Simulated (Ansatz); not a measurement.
# WC: the cost of one run

Program: Ansatz 0.2.0. Level of theory: DFT PBE, plane waves, PAW, scalar-relativistic, no spin polarisation. These are calculated values, not measurements.

The COD cell was measured well above room temperature, so it is larger than a cold one.

## Step 1: Starting point

The cell holds 16 atoms (C8W8): a = 6.004 Å, b = 5.200 Å, c = 5.890 Å, α = 90.00°, β = 90.00°, γ = 90.00°.

Structure file:

```xyz
16
Lattice="-3.0021 -5.1998 0.0000 4.5031 -2.5999 0.0000 0.0000 0.0000 5.8900" Properties=species:S:1:pos:R:3 pbc="T T T"
W     0.0000   -5.1998    0.0000
C     1.5010   -4.3331    1.4725
W     0.0000   -5.1998    2.9450
C     1.5010   -4.3331    4.4175
W    -1.5010   -2.5999    0.0000
C     0.0000   -1.7333    1.4725
W    -1.5010   -2.5999    2.9450
C     0.0000   -1.7333    4.4175
W     1.5010   -2.5999    0.0000
C     3.0021   -1.7333    1.4725
W     1.5010   -2.5999    2.9450
C     3.0021   -1.7333    4.4175
W     0.0000    0.0000    0.0000
C    -1.5010   -4.3331    1.4725
W     0.0000    0.0000    2.9450
C    -1.5010   -4.3331    4.4175
```

## Step 2: Run 1

180 steps of 0.75 fs under a Langevin thermostat at 4200 K.

input.yaml

```yaml
crystal:
  lattice:
    - [-3.002081, -5.199757, 0.0]
    - [4.503122, -2.599878, 0.0]
    - [0.0, 0.0, 5.889964]
  atoms:
    - { symbol: W, position: [0.75, 0.5, 0.0] }
    - { symbol: C, position: [0.5, 0.6666667, 0.25] }
    - { symbol: W, position: [0.75, 0.5, 0.5] }
    - { symbol: C, position: [0.5, 0.6666667, 0.75] }
    - { symbol: W, position: [0.5, 0.0, 0.0] }
    - { symbol: C, position: [0.25, 0.1666667, 0.25] }
    - { symbol: W, position: [0.5, 0.0, 0.5] }
    - { symbol: C, position: [0.25, 0.1666667, 0.75] }
    - { symbol: W, position: [0.25, 0.5, 0.0] }
    - { symbol: C, position: [0.0, 0.6666667, 0.25] }
    - { symbol: W, position: [0.25, 0.5, 0.5] }
    - { symbol: C, position: [0.0, 0.6666667, 0.75] }
    - { symbol: W, position: [0.0, 0.0, 0.0] }
    - { symbol: C, position: [0.75, 0.1666667, 0.25] }
    - { symbol: W, position: [0.0, 0.0, 0.5] }
    - { symbol: C, position: [0.75, 0.1666667, 0.75] }
basis:
  ecutwfc: 420.0
kpoints:
  mp_grid: { grid: [2, 2, 2] }
hamiltonian:
  xc: pbe
  pseudopotentials: { kind: paw, azcp: { folder: soft_1 } }
scf:
  occupations: { method: fermi_dirac, width: 0.36 }
  lower_state_search: "off"
md:
  timestep: 0.75
  n_steps: 180
  ensemble: nvt_langevin
  temperature: 4200.0
  initial_velocities: maxwell_boltzmann
  seed: 575096
  friction: 0.02
```

On the command line:

```bash
$ ansatz run input.yaml --threads 1 --pin off --max-ram 3072MiB --backend cpu --events-out ev --progress --plain --runs-dir out
```

What time and memory should one allow on 1 thread of Arm Neoverse V1, shared host?

About 19 min, with a peak of 0.55 GiB.
